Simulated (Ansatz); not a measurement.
C:

```
C
1.0
     2.52210    0.00000    0.00000
    -1.26105    2.18420    0.00000
     0.00000    0.00000    8.23710
C
8
Direct
  0.66667 0.33333 0.84375
  0.33333 0.66667 0.34375
  0.66667 0.33333 0.65625
  0.33333 0.66667 0.15625
  0.00000 0.00000 0.90625
  0.00000 0.00000 0.40625
  0.00000 0.00000 0.59375
  0.00000 0.00000 0.09375
```

This is a hexagonal form of diamond, not graphite.

| Quantity | Value |
| --- | --- |
| Program | Ansatz 0.2.0 |
| Task | relaxation of cell and atoms |
| Functional | LDA |
| Potentials or basis | Ansatz PAW |
| Cutoff | 420 eV (not typed: the program's choice for these potentials) |
| k mesh | 12 × 12 × 4 |
| Occupations | fermi-dirac, width 0.05 eV |
| Spin | no spin polarisation |

At the start: volume 5.67 Å³/atom.

Question: Where does the relaxation end?

Answer: It ends after 8 steps and the volume is 5.51 Å³/atom (-2.8 %); space group P6_3/mmc (No. 194, to 0.05 Å).

The path:
```
step  energy change (eV)  largest force (eV/Å)  volume (Å³)
   1              0.0000                0.3324        45.38
   2             -0.0642                0.3691        44.58
   3             -0.0801                0.0988        44.11
   4             -0.0804                0.0134        44.13
   5             -0.0804                0.0006        44.13
   6             -0.0713                0.0014        44.13
   7             -0.0716                0.0004        44.10
   8             -0.0714                0.0005        44.10
```

Final structure:
```
CELL_PARAMETERS angstrom
2.48978 0.00000 0.00000
-1.24489 2.15622 0.00000
0.00000 0.00000 8.21479
ATOMIC_POSITIONS crystal
C 0.66667 0.33333 0.84446
C 0.33333 0.66667 0.34446
C 0.66667 0.33333 0.65554
C 0.33333 0.66667 0.15554
C 0.00000 0.00000 0.90707
C 0.00000 0.00000 0.40707
C 0.00000 0.00000 0.59293
C 0.00000 0.00000 0.09293
```

Caveat: the plane-wave basis is chosen anew once the cell has moved, so the energies of steps on either side of that aren't comparable; the pressure holds a Pulay correction of +1.3 GPa for the finite cutoff; the PAW data sets come from PBE, with cores solved anew for the run's functional, which leaves a small shift of forces and pressure.
